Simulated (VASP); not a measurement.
Crystal: Al2O3.

```
Al O
1.0
     2.74819    0.00000    4.33100
    -1.37409    2.38000    4.33100
    -1.37409   -2.38000    4.33100
Al O
4 6
Cartesian
  0.0000 0.0000 4.5761
  0.0000 0.0000 1.9204
  0.0000 0.0000 8.4169
  0.0000 0.0000 11.0726
  1.2627 -0.7290 3.2483
  -1.2627 -0.7290 3.2483
  0.0000 1.4580 3.2483
  -1.2627 0.7290 9.7447
  1.2627 0.7290 9.7448
  0.0000 -1.4580 9.7448
```

The cell was built by a generator and needn't be a form met in nature.

Base run:

```yaml
Program: VASP 6.6.1
Functional: PBE
Potentials_or_basis: VASP PAW PBE potentials, release 64 (Al, O)
Cutoff: 520 eV
k_mesh: 4 × 4 × 4
Occupations: fermi-dirac, width 0.05 eV
Spin: no spin polarisation
```

Its results: band gap on the k mesh 6.22 eV, direct; electronic dielectric tensor (diagonal) 3.24, 3.24, 3.20.

Question: The run is repeated on the same cell with these changes: functional from PBE to PBEsol. What comes out?

Answer: Band gap on the k mesh 6.13 eV, direct; electronic dielectric tensor (diagonal) 3.27, 3.27, 3.24.

